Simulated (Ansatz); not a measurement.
**Ti: pressure against volume**

Ti, Im-3m, a = 3.256 Å. This isn't the element's structure at ambient conditions. Ansatz: PBE, PAW, 420 eV, Γ-centred 18×18×18 mesh on 1 atom, Gaussian smearing 0.10 eV; no spin polarisation. Symmetry fixes shape and atoms, so the cell is only scaled; pressure is positive in compression.

| V (Å³/atom) | P (GPa) |
| --- | --- |
| 15.181 | 16.80 |
| 15.699 | 11.77 |
| 16.216 | 7.34 |
| 16.734 | 3.43 |
| 17.251 | 0.01 |
| 17.769 | -3.00 |
| 18.287 | ? |
| 18.977 | -8.62 |

Q: Take V0 = 17.251 Å³/atom, count pressures from its P0 = 0.01 GPa, fit the third-order Birch–Murnaghan form to the other rows, and predict the missing pressure.

A: With the Eulerian strain f = ½[(V0/V)^(2/3) − 1] and y = (P − P0)/[3f(1 + 2f)^(5/2)], the form is the line y = B0 + 1.5 B0 (B0′ − 4) f. Rows (f, y): 0.04448, 101.7; 0.03243, 103.3; 0.02106, 104.6; 0.01025, 105.7; -0.00977, 107.9; -0.03080, 109.5. Means f = 0.01127, y = 105.45; Σ(Δf)² = 0.003860, ΣΔfΔy = -0.4005; the slope is their ratio. y = 106.6 − 103.8 f GPa, so B0 = 106.6 GPa and B0′ = 4 + 2 × (-103.8)/(3 × 106.6) = 3.35. At V = 18.287, f = -0.01907, y = 108.58 and P = -5.63 GPa. The run gave -5.63 GPa, the same to the digits shown.